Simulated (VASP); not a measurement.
Write the native input for VASP 6.6.1 that does the following.

| Item | Value |
| --- | --- |
| Task | relaxation of cell and atoms |
| Functional | LDA |
| Potentials or basis | VASP PAW LDA potentials, release 64 (Ba_sv, Zr_sv, O) |
| Cutoff | 600 eV |
| k mesh | 6 × 6 × 6 |
| Occupations | gaussian, width 0.03 eV |
| Spin | no spin polarisation |
| Further INCAR settings | ALGO = Normal; EDIFF = 1e-06; IBRION = 2; EDIFFG = -0.01; NSW = 90; ISIF = 3 |

The structure of BaZrO3 lies in POSCAR:

```
BaZrO3
1.0
    4.1913400000      0.0000000000      0.0000000000
    0.0000000000      4.1913400000      0.0000000000
    0.0000000000      0.0000000000      4.1913400000
Ba Zr O
1 1 3
Direct
    0.5000000000      0.5000000000      0.5000000000
    0.0000000000      0.0000000000      0.0000000000
    0.5000000000      0.0000000000      0.0000000000
    0.0000000000      0.5000000000      0.0000000000
    0.0000000000      0.0000000000      0.5000000000
```

The cell was built by a generator and needn't be a form met in nature.

These files were run (other wordings do the same):

INCAR

```
  PREC = Accurate
  ENCUT = 600
  EDIFF = 1E-6
  ISMEAR = 0
  SIGMA = 0.03
  LREAL = False
  LASPH = True
  NELM = 80
  ALGO = Normal
  ISIF = 3
  LWAVE = False
  LCHARG = False
  IBRION = 2
  NSW = 90
  EDIFFG = -0.01
```

KPOINTS

```
Automatic mesh
0
Gamma
  6 6 6
```

Potentials or basis: VASP PAW LDA potentials, release 64 (Ba_sv, Zr_sv, O).

Run with:

```sh
$ cat potpaw_LDA.64/Ba_sv/POTCAR potpaw_LDA.64/Zr_sv/POTCAR potpaw_LDA.64/O/POTCAR > POTCAR
$ mpirun -np 1 vasp_std > vasp.out
```

Results of the run:

```json
{
 "Relaxed volume": "14.38 Å³/atom",
 "Relaxed cell": "a = 4.158 Å, b = 4.158 Å, c = 4.158 Å, α = 90.00°, β = 90.00°, γ = 90.00°",
 "Space group after relaxing (to 0.05 Å)": "Pm-3m (No. 221)",
 "Energy gained by relaxing": "4.5 meV/atom",
 "Ionic steps": "3",
 "Pressure after relaxing": "0.0 GPa",
 "Band gap on the k mesh": "3.12 eV, indirect (least direct gap 3.31 eV)"
}
```

Caveat: spin-orbit coupling is left out, which moves the levels of the heavy elements.

It took 35 s on 1 thread of Intel(R) Xeon(R) 6975P-C (Granite Rapids), with other jobs on the host, peak memory 0.21 GiB.
